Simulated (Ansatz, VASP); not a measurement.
# Two plane-wave programs on Rh

```
CELL_PARAMETERS angstrom
0.00000 1.87762 1.87762
1.87762 0.00000 1.87762
1.87762 1.87762 0.00000
ATOMIC_POSITIONS crystal
Rh 0.00000 0.00000 0.00000
```

Alike in both runs: task single point; functional LDA; k mesh 14 × 14 × 14; occupations fermi-dirac, width 0.1 eV; no spin polarisation.

```csv
,VASP,Ansatz
version,VASP 6.6.1,Ansatz 0.2.0
potentials or method,"VASP PAW LDA potentials, release 64 (Rh_pv)","plane waves (600 eV) with PAW, scalar-relativistic"
plane-wave cutoff (eV),520,600
valence electrons in the cell,15,17
```

```tsv
	VASP	Ansatz	Ansatz less VASP
pressure (GPa)	0.9	0.0	-0.93
```

The two sets of potentials don't hold the same shells in valence. Ansatz warned: «pseudo_functional_mismatch».
